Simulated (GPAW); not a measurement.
# Ni (Fm-3m) in GPAW: equation of state

Aim: energy against volume of Ni in PBEsol, for its equilibrium volume and stiffness.

Program: GPAW 26.7.0. These are calculated values, not measurements. Logs are shortened: lines on timing, memory, paths and dates and some standing lists are left out, and cuts for length are marked. The log counts tension as positive stress, the text compression.

## Step 1: The crystal as given

The structure is cubic, space group Fm-3m (No. 225). Conventional cell: a = 3.475 Å, b = 3.475 Å, c = 3.475 Å, α = 90.00°, β = 90.00°, γ = 90.00°. Ni (site symmetry m-3m) is surrounded by 12 Ni at 2.46 Å.

## Step 2: Equation of state, PBEsol, collinear spin, ferromagnetic start

Contents of run.py:

```python
from ase import Atoms
from ase.eos import EquationOfState
from ase.io import Trajectory
from ase.units import GPa
from gpaw import GPAW, PW, setup_paths

setup_paths.insert(0, '.')

atoms = Atoms(['Ni'],
              cell=[[0.0, 1.737572933, 1.737572933],
                    [1.737572933, 0.0, 1.737572933],
                    [1.737572933, 1.737572933, 0.0]],
              scaled_positions=[[0.0, 0.0, 0.0]],
              pbc=True)
atoms.set_initial_magnetic_moments([1.0])

traj = Trajectory('eos.traj', 'w')
volumes, energies = [], []
for x in [0.94, 0.96, 0.98, 1.0, 1.02, 1.04, 1.06]:
    a = atoms.copy()
    a.set_cell(atoms.cell * x**(1 / 3), scale_atoms=True)
    calc = GPAW(mode=PW(600),
                xc='PBEsol',
                kpts={'size': (13, 13, 13), 'gamma': True},
                occupations={'name': 'fermi-dirac', 'width': 0.05},
                nbands=17,
                convergence={'density': 1e-05, 'energy': 1e-05},
                maxiter=150,
                txt=f'eos-{x:.2f}.txt')
    a.calc = calc
    energies.append(a.get_potential_energy(force_consistent=True))
    volumes.append(a.get_volume())
    p = -a.get_stress()[:3].mean() / GPa
    calc.write(f'eos-{x:.2f}.gpw')
    traj.write(a)
    print(f'{x:.2f} {volumes[-1]:10.4f} A^3 {energies[-1]:14.6f} eV {p:9.3f} GPa', flush=True)

v0, e0, B = EquationOfState(volumes, energies, eos='birchmurnaghan').fit()
print(f'V0 = {v0:.4f} A^3, E0 = {e0:.6f} eV, B0 = {B / GPa:.2f} GPa')
```

Potentials or basis: PAW data sets generated in the run's folder for this functional, pw.

On the command line:

```sh
$ gpaw-setup -f PBEsol Ni
$ OMP_NUM_THREADS=1 python run.py
```

The log of the run:

```text
__  _  _
 | _ |_)|_||  |
 |__||  | ||/\| - 26.7.0

Input parameters:
  mode=PW(ecut=600.0),
  convergence={'density': 1e-05, 'energy': 1e-05},
  kpts=MonkhorstPack(size=(13, 13, 13), gamma=True),
  maxiter=150,
  nbands=17,
  occupations=Occupations(name='fermi-dirac', width=0.05),
  xc=XC(name='PBEsol')

Diagonalizing LCAO Hamiltonian
Converting LCAO to pw mode

       Ni

Atoms  # Å, Bohr magnetons
|   | symbol |        x |        y |        z |    initial magnetic moments |
|---|--------|----------|----------|----------|-----------------------------|
| 0 |     Ni | 0.000000 | 0.000000 | 0.000000 | ( 0.0000,  0.0000,  1.0000) |

Unit cell  # Å
| periodic |        x |        y |        z |  lengths |    angles |
|----------|----------|----------|----------|----------|-----------|
|      yes | 0.000000 | 1.702102 | 1.702102 | 2.407136 | 60.000000 |
|      yes | 1.702102 | 0.000000 | 1.702102 | 2.407136 | 60.000000 |
|      yes | 1.702102 | 1.702102 | 0.000000 | 2.407136 | 60.000000 |

Number of symmetries: 48
Symmetry operations  # r_c * U_cc + t_c -> r_c
|    | kind |            matrix            |
|----|------|------------------------------|
|  0 |  σ   |  1, 0, 0,  1, 0,-1,  1,-1, 0 |
|  1 |  C2  |  1, 0, 0,  1,-1, 0,  1, 0,-1 |
|  2 |  E   |  1, 0, 0,  0, 1, 0,  0, 0, 1 |
|  3 |  σ   |  1, 0, 0,  0, 0, 1,  0, 1, 0 |
|  4 |  C4  |  1, 0,-1,  1, 0, 0,  1,-1, 0 |
|  5 |  S6  |  1, 0,-1,  1,-1, 0,  1, 0, 0 |
|  6 |  σ   |  1, 0,-1,  0, 1,-1,  0, 0,-1 |
|  7 |  C3  |  1, 0,-1,  0, 0,-1,  0, 1,-1 |
|  8 |  S6  |  1,-1, 0,  1, 0, 0,  1, 0,-1 |
|  9 |  C4  |  1,-1, 0,  1, 0,-1,  1, 0, 0 |
| 10 |  C3  |  1,-1, 0,  0,-1, 1,  0,-1, 0 |
| 11 |  σ   |  1,-1, 0,  0,-1, 0,  0,-1, 1 |
| 12 |  σ   |  0, 1, 0,  1, 0, 0,  0, 0, 1 |
| 13 |  C4  |  0, 1, 0,  0, 1,-1, -1, 1, 0 |
| 14 |  C3  |  0, 1, 0,  0, 0, 1,  1, 0, 0 |
| 15 |  S6  |  0, 1, 0, -1, 1, 0,  0, 1,-1 |
| 16 |  C2  |  0, 1,-1,  1, 0,-1,  0, 0,-1 |
| 17 |  σ   |  0, 1,-1,  0, 1, 0, -1, 1, 0 |
| 18 |  S4  |  0, 1,-1,  0, 0,-1,  1, 0,-1 |
| 19 |  C4  |  0, 1,-1, -1, 1, 0,  0, 1, 0 |
| 20 |  C3  |  0, 0, 1,  1, 0, 0,  0, 1, 0 |
| 21 |  σ   |  0, 0, 1,  0, 1, 0,  1, 0, 0 |
| 22 |  S6  |  0, 0, 1,  0,-1, 1, -1, 0, 1 |
| 23 |  C4  |  0, 0, 1, -1, 0, 1,  0,-1, 1 |
| 24 |  S4  |  0, 0,-1,  1, 0,-1,  0, 1,-1 |
| 25 |  C3  |  0, 0,-1,  0, 1,-1,  1, 0,-1 |
| 26 |  C2  |  0, 0,-1,  0,-1, 0, -1, 0, 0 |
| 27 |  S6  |  0, 0,-1, -1, 0, 0,  0,-1, 0 |
| 28 |  S4  |  0,-1, 1,  1,-1, 0,  0,-1, 0 |
| 29 |  C4  |  0,-1, 1,  0, 0, 1, -1, 0, 1 |
| 30 |  C2  |  0,-1, 1,  0,-1, 0,  1,-1, 0 |
| 31 |  σ   |  0,-1, 1, -1, 0, 1,  0, 0, 1 |
| 32 |  C3  |  0,-1, 0,  1,-1, 0,  0,-1, 1 |
| 33 |  S6  |  0,-1, 0,  0, 0,-1, -1, 0, 0 |
| 34 |  S4  |  0,-1, 0,  0,-1, 1,  1,-1, 0 |
| 35 |  C2  |  0,-1, 0, -1, 0, 0,  0, 0,-1 |
| 36 |  C2  | -1, 1, 0,  0, 1, 0,  0, 1,-1 |
| 37 |  S6  | -1, 1, 0,  0, 1,-1,  0, 1, 0 |
| 38 |  S4  | -1, 1, 0, -1, 0, 1, -1, 0, 0 |
| 39 |  C3  | -1, 1, 0, -1, 0, 0, -1, 0, 1 |
| 40 |  S6  | -1, 0, 1,  0, 0, 1,  0,-1, 1 |
| 41 |  C2  | -1, 0, 1,  0,-1, 1,  0, 0, 1 |
| 42 |  C3  | -1, 0, 1, -1, 1, 0, -1, 0, 0 |
| 43 |  S4  | -1, 0, 1, -1, 0, 0, -1, 1, 0 |
| 44 |  C2  | -1, 0, 0,  0, 0,-1,  0,-1, 0 |
| 45 |  i   | -1, 0, 0,  0,-1, 0,  0, 0,-1 |
| 46 |  σ   | -1, 0, 0, -1, 1, 0, -1, 0, 1 |
| 47 |  C2  | -1, 0, 0, -1, 0, 1, -1, 1, 0 |

BZ-sampling:
  Number of BZ points: 2197
  Number of IBZ points: 84

  Monkhorst-Pack size: [13, 13, 13]
  Monkhorst-Pack shift: [0, 0, 0]

K-points  # in reciprocal-cell coordinates
|     |                                coordinates |     weight |
|-----|--------------------------------------------|------------|
|   0 | (  0.00000000,   0.00000000,   0.00000000) | 0.00045517 |
|   1 | (  0.07692308,   0.07692308,   0.00000000) | 0.00273100 |
|   2 | (  0.07692308,   0.07692308,   0.07692308) | 0.00364133 |
|   3 | (  0.15384615,   0.07692308,   0.07692308) | 0.00546199 |
|   4 | (  0.15384615,   0.15384615,   0.00000000) | 0.00273100 |
|   5 | (  0.15384615,   0.15384615,   0.07692308) | 0.01092399 |
|   6 | (  0.15384615,   0.15384615,   0.15384615) | 0.00364133 |
|   7 | (  0.23076923,   0.15384615,   0.07692308) | 0.01092399 |
|   8 | (  0.23076923,   0.15384615,   0.15384615) | 0.01092399 |
|   9 | (  0.23076923,   0.23076923,   0.00000000) | 0.00273100 |
| ... |                                            |            |
|  83 | (  0.46153846,   0.46153846,   0.46153846) | 0.00364133 |

Plane wave coefficients: 335
Cutoff: 600.0 eV

Spin-components: 2 (collinear spins)
Bands:           17
Projectors:      6
Spin-degeneracy: 1
Datatype:        complex128

Parallelization:
  kpt:    1
  domain: 1
  band:   1

Density:
  Valence electrons: 16.0
  Components: 2
  Grid points: [14 14 14]
  Charge: 0.0  # |e|

Potential:
  Grid points: [14 14 14]

species:
  Ni:
    name:    Nickel
    Z:       28.0
    valence: 16
    core:    12
    charge:  0.0  # [|e|]
    compensation charges:
      type: gauss
      rc: 0.36  # [Å]
      lmax: 2
    cutoffs:
      filter: 2.14  # [Å]
      core: 1.98  # [Å]
    projectors
    | kind |    occ | energy [eV] | rcut [Å] |
    |------|--------|-------------|----------|
    |   4s |  2.000 |      -5.661 |    1.164 |
    |   3p |  6.000 |     -71.261 |    1.207 |
    |   4p |  0.000 |      -1.193 |    1.207 |
    |   3d |  8.000 |      -8.901 |    1.138 |
    |    s |        |      21.550 |    1.164 |
    |    d |        |      18.310 |    1.138 |

    Using partial waves for Ni as LCAO basis

Reference energy: -41332.588830  # eV

eigensolver:
  PPCG
  Converge bands: occupied
  niter=2

density mixing:
  MSR1-Mixer
  Pratt-step length: 0.05
  Maximum mixing coefficient: 0.75
  Old densities: 10
  SVD Regularization: 0.005
  Good broyden scale: 1.0
  Trust region scale: 1.0
  Backstep threshold: 4.0
  History deletion threshold: 6.0
  Fourier metric: weight=20.0, sigma=0.015

occupation numbers:
  Fermi-Dirac:
    width: 0.0500  # eV

poisson solver:
  ecut: 4800.0  # eV

xc functional:
  name: PBEsol with 2 nearest neighbor stencil

convergence criteria:
- Maximum integral of absolute [dens]ity change: 1e-05 electrons / valence electron
- Maximum [total energy] change in last 3 cyles: 1e-05 eV / valence electron
- Maximum integral of absolute [eigenst]ate change: 4e-08 eV^2 / valence electron
maximum number of iterations: 150

SCF iterations
|iter     | |      energy | eigst |  dens |  magmom |
|---------|-|-------------|-------|-------|---------|
|iter:   1| |   -7.768879 | -0.02 |       |  +1.0008|
|iter:   2| |   -7.781957 | -3.23 | -1.50 |  +0.9841|
|iter:   3| |   -7.902990 | -2.57 | -1.52 |  +0.7423|
|iter:   4| |   -7.916516 | -3.12 | -2.03 |  +0.6239|
|iter:   5| |   -7.916529 | -5.24 | -3.13 |  +0.6301|
|iter:   6| |   -7.916510c| -6.51 | -3.13 |  +0.6274|
|iter:   7| |   -7.916516c| -7.21 | -3.98 |  +0.6266|
|iter:   8| |   -7.916516c| -8.90c| -4.29 |  +0.6267|
|iter:   9| |   -7.916517c| -8.98c| -4.53 |  +0.6267|
|iter:  10| |   -7.916517c| -9.77c| -5.97c|  +0.6267|

Converged in 10 steps
Energy contributions relative to reference atoms: (reference = -41332.588830)

Energy contributions:
  Kinetic:           8.650994
  Coulomb:          -5.974906
  Zero:              0.058554
  External:          0.000000
  Xc:              -10.645505
  Entropy:          -0.011307
  Spinorbit:         0.000000
  ----------------------------
  Free energy:      -7.922170
  Extrapolated:     -7.916517

dipole moment: (-7.016596, -7.016596, -7.016596)  # |e|*Ang

Total magnetic moment: (0.000000, 0.000000, 0.626716)

Local magnetic moments
|        x |        y |        z |
|----------|----------|----------|
| 0.000000 | 0.000000 | 0.654284 |  # Ni   0

Fermi level: 9.754
Eigenvalues  # (at kpt = [0.000, 0.000, 0.000])
| band index |      eig [eV] | occ [0-1] |      eig [eV] | occ [0-1] |
|------------|---------------|-----------|---------------|-----------|
|          0 |       -54.195 |     1.000 |       -53.388 |     1.000 |
|          1 |       -54.195 |     1.000 |       -53.388 |     1.000 |
|          2 |       -54.195 |     1.000 |       -53.388 |     1.000 |
|          3 |        -0.212 |     1.000 |        -0.215 |     1.000 |
|          4 |         6.985 |     1.000 |         7.714 |     1.000 |
|          5 |         6.985 |     1.000 |         7.714 |     1.000 |
[... 9 lines left out ...]
|         15 |        41.469 |     0.000 |        41.640 |     0.000 |
|         16 |        44.719 |     0.000 |        44.613 |     0.000 |

No gap
No difference between direct/indirect transitions

Stress tensor  # eV/Ang^3
|         x |         y |         z |
|-----------|-----------|-----------|
| -0.110682 | -0.000000 |  0.000000 |
| -0.000000 | -0.110682 |  0.000000 |
|  0.000000 |  0.000000 | -0.110682 |

# Writing to eos-0.94.gpw (mode='')
```

stdout:

```text
0.94     9.8625 A^3      -7.922170 eV    17.733 GPa
0.96    10.0723 A^3      -7.941214 eV    11.351 GPa
0.98    10.2822 A^3      -7.952384 eV     5.673 GPa
1.00    10.4920 A^3      -7.956533 eV     0.633 GPa
1.02    10.7019 A^3      -7.954438 eV    -3.867 GPa
1.04    10.9117 A^3      -7.946758 eV    -7.859 GPa
1.06    11.1215 A^3      -7.934174 eV   -11.408 GPa
V0 = 10.5226 A^3, E0 = -7.956595 eV, B0 = 234.80 GPa
```

Wall time 2.8 min (1 thread of Arm Neoverse V1, shared host); peak memory 0.18 GiB.

Results:

```
Equilibrium volume                      : 10.52 Å³/atom
Bulk modulus                            : 235 GPa
Pressure derivative of the bulk modulus : 4.8
```

Energy against volume, from the lowest point:
```csv
volume (Å³/atom),energy (meV/atom)
9.862,34.36
10.072,15.32
10.282,4.15
10.492,0.00
10.702,2.10
10.912,9.77
11.122,22.36
```

Caveat: the stock nickel data set gives pressures a few GPa off other programs.
